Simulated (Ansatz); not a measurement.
# NaCl: the cost of one run

Method: DFT PBEsol, scalar-relativistic, plane waves, PAW, in Ansatz 0.2.0.

The COD cell was measured well above room temperature, so it is larger than a cold one.

### Step 1. The starting structure

The structure is cubic, space group Fm-3m (No. 225). The conventional cell has a = 5.663 Å, b = 5.663 Å, c = 5.663 Å, α = 90.00°, β = 90.00°, γ = 90.00°. Na (site symmetry m-3m) has 6 Cl at 2.83 Å as nearest neighbours. Cl (site symmetry m-3m) has 6 Na at 2.83 Å as nearest neighbours.

Structure file:

```xyz
16
Lattice="0.0000 5.6635 -5.6635 5.6635 5.6635 0.0000 5.6635 0.0000 -5.6635" Properties=species:S:1:pos:R:3 pbc="T T T"
Na    2.8317    2.8317   -5.6635
Na    5.6635    5.6635   -5.6635
Na    2.8317    0.0000   -2.8317
Na    5.6635    2.8317   -2.8317
Na    0.0000    2.8317   -2.8317
Na    2.8317    5.6635   -2.8317
Na    0.0000    0.0000    0.0000
Na    2.8317    2.8317    0.0000
Cl    5.6635    5.6635   -2.8317
Cl    2.8317    2.8317   -2.8317
Cl    5.6635    8.4953   -5.6635
Cl    2.8317    5.6635   -5.6635
Cl    8.4953    5.6635   -5.6635
Cl    5.6635    2.8317   -5.6635
Cl    8.4953    8.4953   -8.4953
Cl    5.6635    5.6635   -8.4953
```

No relaxation comes first: the listed cell is the starting point.

### Step 2. Reference: the perfect supercell

input.yaml reads:

```yaml
crystal:
  lattice:
    - [0.0, 5.6635, -5.6635]
    - [5.6635, 5.6635, 0.0]
    - [5.6635, 0.0, -5.6635]
  atoms:
    - { symbol: Na, position: [0.5, 0.0, 0.5] }
    - { symbol: Na, position: [0.5, 0.5, 0.5] }
    - { symbol: Na, position: [0.0, 0.0, 0.5] }
    - { symbol: Na, position: [0.0, 0.5, 0.5] }
    - { symbol: Na, position: [0.5, 0.0, 0.0] }
    - { symbol: Na, position: [0.5, 0.5, 0.0] }
    - { symbol: Na, position: [0.0, 0.0, 0.0] }
    - { symbol: Na, position: [0.0, 0.5, 0.0] }
    - { symbol: Cl, position: [0.25, 0.75, 0.25] }
    - { symbol: Cl, position: [0.25, 0.25, 0.25] }
    - { symbol: Cl, position: [0.75, 0.75, 0.25] }
    - { symbol: Cl, position: [0.75, 0.25, 0.25] }
    - { symbol: Cl, position: [0.25, 0.75, 0.75] }
    - { symbol: Cl, position: [0.25, 0.25, 0.75] }
    - { symbol: Cl, position: [0.75, 0.75, 0.75] }
    - { symbol: Cl, position: [0.75, 0.25, 0.75] }
  symmetry: { detect: false }
basis:
  ecutwfc: 420
kpoints:
  mp_grid: { grid: [2, 2, 2], shift: [0.5, 0.5, 0.5] }
hamiltonian:
  xc: pbesol
scf:
  occupations: { method: gaussian, width: 0.1 }
output:
  forces: true
  stress: true
  eigenvalues: true
```

Started as:

```bash
> ansatz run input.yaml --threads 4 --pin off --max-ram 5120MiB --backend cpu --events-out ev --progress --plain --runs-dir out
```

Q: Estimate wall time and peak memory on 4 threads of Arm Neoverse V2, shared host.

About 2.1 s, with a peak of 0.77 GiB.
